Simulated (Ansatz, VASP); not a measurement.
**One calculation of Al, two programs**

```
CELL_PARAMETERS angstrom
2.66086 0.00000 0.00000
-1.33043 2.30437 0.00000
0.00000 0.00000 8.75257
ATOMIC_POSITIONS crystal
Al 0.00000 0.00000 0.00000
Al 0.00000 0.00000 0.50000
Al 0.33333 0.66667 0.25000
Al 0.66667 0.33333 0.75000
```

Alike in both runs: functional LDA; k mesh 9 × 9 × 3; occupations gaussian, width 0.15 eV; no spin polarisation.

Ansatz relaxed the structure, and its values are those at the end. VASP's run is a single point on that final structure, the one shown.

```csv
,VASP,Ansatz
version,VASP 6.6.1,Ansatz 0.2.0
potentials or method,"VASP PAW LDA potentials, release 64 (Al)","plane waves, PAW"
plane-wave cutoff (eV),520,420
valence electrons in the cell,12,12
```

Ansatz gave:

| Item | Value |
| --- | --- |
| pressure (GPa) | 20.0 |

Question: What did VASP give for the same quantities?

Answer: Pressure (GPa): 20.2.

Caveats: so large a pressure means that the cell lies far from this level's equilibrium, or that cutoff or potentials fall short (VASP).
